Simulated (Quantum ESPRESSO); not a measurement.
I under changes of volume

One of the cells (40.553 Å³/atom); the others are scaled copies at fixed shape and fractional positions:

```
I
1.0
     0.00000    2.36560    3.90984
     2.19225    0.00000    3.90984
     2.19225    2.36560    0.00000
I
1
Direct
  0.00000 0.00000 0.00000
```

| Item | Value |
| --- | --- |
| Program | Quantum ESPRESSO 7.5 |
| Functional | LDA |
| Potentials or basis | PseudoDojo 0.4.1 SR LDA standard |
| Cutoff | 952 eV |
| Density cutoff | 3810 eV |
| k mesh | 9 × 9 × 9 |
| Occupations | fermi-dirac, width 0.05 eV |
| Spin | no spin polarisation |

```csv
volume (Å³/atom),energy over the lowest point (meV/atom),pressure (GPa)
38.120,0.00,-0.7
38.931,4.99,-1.3
39.742,12.89,-1.8
40.553,23.33,-2.3
41.364,35.98,-2.7
42.175,50.55,-3.0
42.986,?,?
```

Question: What does the run at 42.986 Å³/atom give?

Answer: Energy over the lowest point 66.78 meV/atom; pressure -3.3 GPa.

Worked out: A Birch-Murnaghan fit of order 3 (a polynomial in V^(-2/3)) to the other rows has its minimum at 37.35 Å³/atom, just outside them, with B0 = V·E''(V) = 35 GPa and B' = 5.3 at fixed shape and positions, which overstates the stiffness. It gives 66.79 meV/atom at 42.986 Å³/atom, against the run's 66.78, and -dE/dV = -3.4 GPa, against -3.3.

Energies are extrapolated to zero smearing.

Caveats: an odd number of electrons without spin polarisation forces a metal; a magnetic or distorted state may lie lower.
